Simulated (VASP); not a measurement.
# Os (Im-3m) in VASP: a series of runs, part 2 of 2

VASP 6.6.1.

### Step 5. Relaxation of cell and atoms, PBE+D3(BJ)

This run uses another cell than the first one, of 14.00 Å³/atom, 0.966 times its volume.

Contents of INCAR:

```
PREC = Accurate ; ENCUT = 600
EDIFF = 1E-6 ; ISMEAR = 0
SIGMA = 0.1 ; LREAL = F
LASPH = T ; NELM = 100
ALGO = Normal ; ISIF = 3
LWAVE = F ; LCHARG = F
GGA = PE ; IVDW = 12
IBRION = 2 ; NSW = 100
EDIFFG = -0.05
```

Contents of KPOINTS:

```
Automatic mesh
0
Gamma
  10 10 10
```

Contents of POSCAR:

```
Os
1.0
   -1.5182944859      1.5182944859      1.5182944859
    1.5182944859     -1.5182944859      1.5182944859
    1.5182944859      1.5182944859     -1.5182944859
Os
1
Direct
    0.0000000000      0.0000000000      0.0000000000
```

Potentials or basis: VASP PAW PBE potentials, release 64 (Os).

Command:

```bash
> cat potpaw_PBE.64/Os/POTCAR > POTCAR
> mpirun -np 1 vasp_std > vasp.out
```

OUTCAR:

```text
PREC = Accurate
   ENCUT = 600
   EDIFF = 1E-6
   ISMEAR = 0
   LREAL = F
   LASPH = T
   NELM = 100
   ISIF = 3
   GGA = PE
   IVDW = 12
   IBRION = 2
   NSW = 100
   EDIFFG = -0.05
 IVDW          = 12

 ion  position               nearest neighbor table
   1  0.000  0.000  0.000-

  LATTYP: Found a body centered cubic cell.
 ALAT       =     3.0365889718

  Lattice vectors:

 A1 = (  -1.5182944859,   1.5182944859,   1.5182944859)
 A2 = (   1.5182944859,  -1.5182944859,   1.5182944859)
 A3 = (   1.5182944859,   1.5182944859,  -1.5182944859)

Analysis of symmetry for initial positions (statically):
=====================================================================
 Subroutine PRICEL returns:
 Original cell was already a primitive cell.

 Routine SETGRP: Setting up the symmetry group for a
 body centered cubic supercell.

 Subroutine GETGRP returns: Found 48 space group operations
 (whereof 48 operations were pure point group operations)
 out of a pool of 48 trial point group operations.

The static configuration has the point symmetry O_h .

Analysis of symmetry for dynamics (positions and initial velocities):
=====================================================================
 Subroutine PRICEL returns:
 Original cell was already a primitive cell.

 Routine SETGRP: Setting up the symmetry group for a
 body centered cubic supercell.

 Subroutine GETGRP returns: Found 48 space group operations
 (whereof 48 operations were pure point group operations)
 out of a pool of 48 trial point group operations.

The dynamic configuration has the point symmetry O_h .

 Subroutine INISYM returns: Found 48 space group operations
 (whereof 48 operations are pure point group operations),
 and found     1 'primitive' translations

----------------------------------------------------------------------------------------

[... 98 lines left out ...]
   POTIM  = 0.5000    time-step for ionic-motion
   TEBEG  =    0.0;   TEEND  =   0.0 temperature during run
   PSTRESS=    0.0 pullay stress
   NELECT =       8.0000    total number of electrons
   NUPDOWN=      -1.0000    fix difference up-down
   EMIN   =  10.00;   EMAX   =-10.00  energy-range for DOS
   EFERMI =   0.00;   METHOD = LEGACY
   ISMEAR =     0;   SIGMA  =   0.10  broadening in eV -4-tet -1-fermi 0-gaus
   EFERMI_NEDOS =   21; number of points for ismear=-14 and -15
   IALGO  =     38    algorithm
   IMIX   =      4    mixing-type and parameters
     AMIX     =   0.40;   BMIX     =  1.00
     AMIX_MAG =   1.60;   BMIX_MAG =  1.00
  volume/ion in A,a.u.               =      14.00        94.48
  Fermi-wavevector in a.u.,A,eV,Ry     =   1.358508  2.567208 25.110144  1.845544
  Thomas-Fermi vector in A             =   2.485335
   LORBIT       =      0    0 simple, 1 ext, 2 COOP (PROOUT), +10 PAW based schemes
   GGA     = PE    functional components
   LHFCALC =     F    Hartree Fock is set to
   AEXX    =    0.0000 exact exchange contribution
   IVDW    =    12    specifies the selected vdW correction
   LEPSILON=     F    determine dielectric tensor
   LRPA    =     F    only Hartree local field effects (RPA)
 conjugate gradient relaxation of ions
 non-spin polarized calculation
 Gauss-broadening in eV      SIGMA  =   0.10
  energy-cutoff  :      600.00
  volume of cell :       14.00
 maximum number of plane-waves:       478
 NGX is ok and might be reduce to    24
   NGX = 11   NGY = 11   NGZ = 11

--------------------------------------- Ionic step        1  -------------------------------------------

 number of electron       7.9999999 magnetization

 Free energy of the ion-electron system (eV)
  ---------------------------------------------------
  ext. energy  EPLUGINS =         0.00000000
  ---------------------------------------------------
  free energy    TOTEN  =       -10.31668543 eV

  energy without entropy =      -10.31084852  energy(sigma->0) =      -10.31376697

------------------------ aborting loop because EDIFF is reached ----------------------------------------

 Edisp (eV)   -0.65386

 E8    (eV) :    -0.3214
[... 108 lines left out ...]
--------------------------------------- Ionic step        4  -------------------------------------------

 number of electron       8.0000000 magnetization

 Free energy of the ion-electron system (eV)
  ---------------------------------------------------
  ext. energy  EPLUGINS =         0.00000000
  ---------------------------------------------------
  free energy    TOTEN  =       -10.36173058 eV

  energy without entropy =      -10.35555993  energy(sigma->0) =      -10.35864526

 E-fermi :   9.1982     XC(G=0): -13.8382

 val. band max:        9.1578331571   @ k =   0.1000   0.0000   0.0000
 cond. band min:       9.2152037617   @ k =  -0.3000   0.3000   0.3000
 fundamental gap:      0.0573706045
 Fermi energy:         9.1981643834

 k-point     1 :       0.0000    0.0000    0.0000
  band No.  band energies     occupation
      1      -1.6821      2.00000
      2       5.8743      2.00000
      3       5.8743      2.00000
      4       5.8743      2.00000
      5       9.1408      1.58250
      6       9.1408      1.58249
      7      25.4358      0.00000
      8      25.4358      0.00000
[... 243 lines left out ...]
 k-point    24 :      -0.3000    0.3000    0.1000
  band No.  band energies     occupation
      1       1.6687      2.00000
      2       4.8734      2.00000
      3       5.5323      2.00000
      4       7.9460      2.00000
      5       9.3348      0.05331
      6      10.0016      0.00000
      7      23.1012      0.00000
      8      25.4607      0.00000

 [... further k-points ...]

------------------------ aborting loop because EDIFF is reached ----------------------------------------

 Edisp (eV)   -0.63051

 E8    (eV) :    -0.3098
[... 24 lines left out ...]
  FREE ENERGIE OF THE ION-ELECTRON SYSTEM (eV)
  ---------------------------------------------------
  free  energy   TOTEN  =       -10.9922388444 eV

  energy  without entropy=      -10.9860681974  energy(sigma->0) =      -10.98915352

 reached required accuracy - stopping structural energy minimisation
```

Run time: 15 s. Hardware: 1 thread of Intel Xeon Platinum 8259CL at 2.50GHz (Skylake/Cascade Lake), shared host; peak memory 0.15 GiB.

What came out:

```yaml
Free_energy: -10.9922 eV
Relaxed_volume: 14.50 Å³/atom
Relaxed_cell: a = 2.661 Å, b = 2.661 Å, c = 2.661 Å, α = 109.47°, β = 109.47°, γ = 109.47°
Space_group_after_relaxing_to_0.05_Å: Im-3m (No. 229)
Energy_gained_by_relaxing: 21.7 meV/atom
Ionic_steps: 4
Pressure_after_relaxing: -0.1 GPa
Band_gap_on_the_k_mesh: none (metal or under the smearing width)
Dispersion_energy_per_atom: -0.631 eV
```

Step by step:
| step | energy change (eV) | largest force (eV/Å) | pressure (GPa) | volume (Å³) |
| --- | --- | --- | --- | --- |
| 1 | 0.0000 | 0.0000 | 14.50 | 14.00 |
| 2 | 0.2853 | 0.0000 | -38.19 | 16.73 |
| 3 | -0.0216 | 0.0000 | -0.89 | 14.53 |
| 4 | -0.0217 | 0.0000 | -0.06 | 14.50 |

Final structure:
```xyz
1
Lattice="-1.5362 1.5362 1.5362 1.5362 -1.5362 1.5362 1.5362 1.5362 -1.5362" Properties=species:S:1:pos:R:3 pbc="T T T"
Os    0.0000    0.0000    0.0000
```

Caveat: pairwise dispersion overbinds metals, which lowers pressure and volume; the relaxation stopped at a loose force limit of 0.05 eV/Å, so its end isn't a converged minimum.

### Step 6. Overview

```csv
task,cell,k mesh,cutoff (eV),gap on the mesh (eV),pressure (GPa),relaxed volume (Å³/atom)
single point,"Im-3m, 14.49 Å³/atom",20 × 20 × 20,520,none,0.2,-
relaxation of cell and atoms,relaxed,20 × 20 × 20,600,none,0.0,14.50
single point,"Im-3m, 14.49 Å³/atom",10 × 10 × 10,520,none,0.2,-
relaxation of cell and atoms,relaxed,10 × 10 × 10,600,none,-0.1,14.50
```

Alike in all rows: level PBE+D3(BJ); potentials or basis VASP PAW PBE potentials, release 64 (Os); no spin polarisation; smearing gaussian 0.1 eV.

Caveats: pairwise dispersion overbinds metals, which lowers pressure and volume; the relaxation stopped at a loose force limit of 0.05 eV/Å, so its end isn't a converged minimum (some runs).

Absolute energies hang on the potentials; compare differences alone.
